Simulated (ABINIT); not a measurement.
Fe:

```xyz
1
Lattice="-1.4430 1.4430 1.4430 1.4430 -1.4430 1.4430 1.4430 1.4430 -1.4430" Properties=species:S:1:pos:R:3 pbc="T T T"
Fe    0.0000    0.0000    0.0000
```

Base run:

```yaml
Program: ABINIT 10.8.3 (patched build)
Functional: PBE
Potentials_or_basis: PseudoDojo NC SR PBE v0.4.1 standard
Cutoff: 1252 eV
k_mesh: 16 × 16 × 16, with 2 shifts
Occupations: gaussian, width 0.136 eV
Spin: collinear spin, ferromagnetic start
Starting_moments: "[3.0] μB"
```

Its results: pressure -5.6 GPa; net moment 2.44 μB per cell; site moments Fe +2.50 μB.

Q: The run is repeated on the same cell with these changes: k mesh from 16 × 16 × 16, with 2 shifts to 10 × 10 × 10; occupations from gaussian, width 0.136 eV to fermi-dirac, width 0.05 eV. What comes out?

A: Pressure -8.0 GPa; net moment 2.32 μB per cell; site moments Fe +2.40 μB.

Not every run made on this cell is shown here.
